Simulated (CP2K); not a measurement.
Runs of CP2K 2026.2 on TePt. Symmetry: R-3m, No. 166, trigonal system. Conventional cell: a = 3.963 Å, b = 3.963 Å, c = 19.983 Å, α = 90.00°, β = 90.00°, γ = 120.00°. Pt (site symmetry 3m) is surrounded by 3 Te at 2.59 Å and 3 Pt at 2.72 Å. Around Te (site symmetry 3m) lie 3 Pt at 2.59 Å. 

| task | level | potentials or basis | U | k mesh | smearing | EPS_DEFAULT | NGRIDS | CUTOFF of the grids | points a segment of the path (NPOINTS) | bands added on the path | gap on the mesh (eV) | pressure (GPa) | largest force (eV/Å) |
| --- | --- | --- | --- | --- | --- | --- | --- | --- | --- | --- | --- | --- | --- |
| single point | LDA | GTH_POTENTIALS Pt GTH-PADE-q18, Te GTH-PADE-q6; DZVP-MOLOPT-SR-GTH basis | - | 6 × 6 × 6 | fermi-dirac 0.05 eV | 1.0E-10 | 5 | 450 Ry | - | - | none | -8.1 | 1.32 |
| band structure | r2SCAN | POTENTIAL_UZH Pt GTH-SCAN-q18, Te GTH-SCAN-q6; TZVP-MOLOPT-SCAN-GTH basis | - | 8 × 8 × 8 | fermi-dirac 0.05 eV | 1.0E-10 | 5 | 675 Ry | 6 | 4 | none | 5.1 | (b) |
| band structure | LDA | GTH_POTENTIALS Pt GTH-PADE-q18, Te GTH-PADE-q6; TZVP-MOLOPT-PBE-GTH basis | - | 8 × 8 × 8 | fermi-dirac 0.05 eV | 1.0E-9 | 4 | 450 Ry | 6 | 2 | none | -6.2 | 1.09 |
| band structure | LDA | GTH_POTENTIALS Pt GTH-PADE-q18, Te GTH-PADE-q6; TZVP-MOLOPT-PBE-GTH basis | - | 8 × 8 × 8 | fermi-dirac 0.1 eV | 1.0E-9 | 5 | 450 Ry | 6 | 4 | none | (c) | (a) |
| single point | LDA+U | GTH_POTENTIALS Pt GTH-PADE-q18, Te GTH-PADE-q6; DZVP-MOLOPT-SR-GTH basis | Pt d U = 2.0 eV | 6 × 6 × 6 | fermi-dirac 0.05 eV | 1.0E-10 | 5 | 450 Ry | - | - | none | - | 1.40 |

Alike in all rows: no spin polarisation; cell as given.

Problem. Fill in the values left out.

Solution. (a) 1.10; (b) 0.45; (c) -6.1.

Caveats: the basis of atomic orbitals isn't converged, which shifts pressures, moduli and gaps; forces of over 1 eV/Å show positions far from the minimum, so gaps and moduli don't describe the material at rest (some runs); this program's U acts on Mulliken populations of all basis functions of the shell, so it isn't the U of plane-wave codes (some runs); energies scatter by some meV and the pressure isn't listed (some runs); U without spin polarisation on a metal has little footing (some runs); the U is typed as a test and isn't derived for this compound (some runs).

A k mesh can miss the band edges, and the runs leave out spin-orbit coupling on Pt, Te.

A gap of «none» marks a metal or a gap under the smearing width.

Not every run made on this cell is shown here.
